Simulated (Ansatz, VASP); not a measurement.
# Al2Pt: VASP beside Ansatz

```
Pt Al
1.0
     0.00000    2.91506    2.91506
     2.91506    0.00000    2.91506
     2.91506    2.91506    0.00000
Pt Al
1 2
Direct
  0.00000 0.00000 0.00000
  0.75000 0.75000 0.75000
  0.25000 0.25000 0.25000
```

Change from the starting cell: volume scaled by 0.96.

Alike in both runs: task single point; functional PBEsol; k mesh 8 × 8 × 8; occupations fermi-dirac, width 0.05 eV; no spin polarisation.

|  | VASP | Ansatz |
| --- | --- | --- |
| version | VASP 6.6.1 | Ansatz 0.2.0 |
| potentials or method | VASP PAW PBE potentials, release 64 (Pt, Al), cutoff 520 eV | all-electron LAPW, scalar-relativistic |

```csv
,VASP,Ansatz,Ansatz less VASP
gap on the k mesh at the Fermi level (eV),none,none,-
pressure (GPa),5.1,5.1,-0.04
```

A gap of «none» marks a metal or a gap that the smearing closes. Ansatz ran all-electron here, so the differences hold the error of VASP's frozen core and of both bases.

Caveats: the PAW data sets were made with another functional, which shifts forces and pressure a little (VASP). The runs have no spin-orbit coupling, so splittings on Pt are missing.
